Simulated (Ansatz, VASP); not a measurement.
Na in VASP and in Ansatz

```
Na
1.0
    -2.15518    2.15518    2.15518
     2.15518   -2.15518    2.15518
     2.15518    2.15518   -2.15518
Na
1
Direct
  0.00000 0.00000 0.00000
```

Change from the starting cell: volume scaled by 1.02.

Alike in both runs: task single point; functional PBEsol; k mesh 9 × 9 × 9; occupations fermi-dirac, width 0.05 eV; no spin polarisation.

```csv
,VASP,Ansatz
version,VASP 6.6.1,Ansatz 0.2.0
potentials or method,"VASP PAW PBE potentials, release 64 (Na_pv), cutoff 520 eV","all-electron LAPW, scalar-relativistic"
```

```csv
,VASP,Ansatz,Ansatz less VASP
gap on the k mesh at the Fermi level (eV),none,none,-
pressure (GPa),-0.7,-0.7,+0.02
```

A gap of «none» marks a metal or a gap that the smearing closes. Ansatz ran all-electron here, so the differences hold the error of VASP's frozen core and of both bases.

Caveats: the PAW data sets were made with another functional, which shifts forces and pressure a little (VASP).
